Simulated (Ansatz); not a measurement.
NiSb: pressure against volume

NiSb, P6_3/mmc, a = 3.976 Å, c = 5.157 Å. The structure is a COD entry; whether it is the stable form wasn't checked. Ansatz: PBE, PAW, 420 eV, Γ-centred 12×12×8 mesh on 4 atoms, Gaussian smearing 0.10 eV; no spin polarisation. Shape and atoms are relaxed at each volume; pressure is positive in compression.

| V (Å³/atom) | P (GPa) |
| --- | --- |
| 15.529 | ? |
| 16.059 | 13.40 |
| 16.588 | 8.11 |
| 17.118 | 3.68 |
| 17.647 | -0.01 |
| 18.177 | -3.09 |
| 18.706 | -5.65 |
| 19.412 | -8.40 |

**Question.** Take V0 = 17.647 Å³/atom, count pressures from its P0 = -0.01 GPa, fit the third-order Birch–Murnaghan form to the other rows, and predict the missing pressure.

**Answer.** With the Eulerian strain f = ½[(V0/V)^(2/3) − 1] and y = (P − P0)/[3f(1 + 2f)^(5/2)], the form is the line y = B0 + 1.5 B0 (B0′ − 4) f. Rows (f, y): 0.03244, 117.8; 0.02106, 115.9; 0.01025, 114.1; -0.00977, 110.4; -0.01905, 108.8; -0.03079, 106.5. Means f = 0.0006900, y = 112.25; Σ(Δf)² = 0.003004, ΣΔfΔy = 0.5367; the slope is their ratio. y = 112.1 + 178.6 f GPa, so B0 = 112.1 GPa and B0′ = 4 + 2 × (178.6)/(3 × 112.1) = 5.06. At V = 15.529, f = 0.04449, y = 120.05 and P = 19.82 GPa. The run gave 19.71 GPa, so the fit is 0.11 GPa too high, a small miss on the scale of the series.

Spin polarisation was left out, and a magnetic state may lie lower.